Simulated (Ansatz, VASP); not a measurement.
## One calculation of W, two programs

File INCAR:

```
SYSTEM = W
ALGO = Normal
EDIFF = 1E-6
EDIFFG = -0.005
ENCUT = 600
GGA = PE
IBRION = 2
ISIF = 3
ISMEAR = 0
LASPH = .TRUE.
LCHARG = .FALSE.
LREAL = .FALSE.
LWAVE = .FALSE.
NELM = 100
NSW = 100
PREC = Accurate
SIGMA = 0.1
```

Contents of KPOINTS:

```
k-points
0
G
  18 18 18
  0 0 0
```

File POSCAR:

```
W
1.0
   -1.5799983977      1.5799983977      1.5799983977
    1.5799983977     -1.5799983977      1.5799983977
    1.5799983977      1.5799983977     -1.5799983977
W
1
Direct
    0.0000000000      0.0000000000      0.0000000000
```

Input for Ansatz:

```yaml
crystal:
  lattice:
    - [-1.5799983977, 1.5799983977, 1.5799983977]
    - [1.5799983977, -1.5799983977, 1.5799983977]
    - [1.5799983977, 1.5799983977, -1.5799983977]
  atoms:
    - { symbol: W, position: [0.0, 0.0, 0.0] }
basis:
  ecutwfc: 420
kpoints:
  mp_grid: { grid: [18, 18, 18] }
hamiltonian:
  xc: pbe
scf:
  occupations: { method: gaussian, width: 0.1 }
output:
  forces: true
  stress: true
  eigenvalues: true
  write_density: true
  write_potential: true
  elf: true
  volumetric_format: npy
relax:
  adjacent_minimum: "off"
  f_tol: 0.005
  max_steps: 80
  cell: { stress_tol: 0.05 }
```

Alike in both runs: task relaxation of cell and atoms; functional PBE; k mesh 18 × 18 × 18; occupations gaussian, width 0.1 eV; no spin polarisation.

|  | VASP | Ansatz |
| --- | --- | --- |
| version | VASP 6.6.1 | Ansatz 0.2.0 |
| potentials or method | VASP PAW PBE potentials, release 64 (W_sv) | scalar-relativistic, plane waves, PAW |
| plane-wave cutoff (eV) | 600 | 420 |
| valence electrons in the cell | 14 | 14 |

VASP gave:

```
gap on the k mesh at the Fermi level, each at its own relaxed structure (eV) : none
relaxed volume (Å³/atom)                                                     : 16.16
relaxed cell length with the largest relative difference (Å)                 : 2.759
energy change over the relaxation (meV/atom)                                 : -9
```

Task: What did Ansatz give for the same quantities?

Result: gap on the k mesh at the Fermi level, each at its own relaxed structure (eV): none; relaxed volume (Å³/atom): 16.13; relaxed cell length with the largest relative difference (Å): 2.757; energy change over the relaxation (meV/atom): -8.

A gap of «none» marks a metal or a gap that the smearing closes.

The runs have no spin-orbit coupling, so splittings on W are missing.
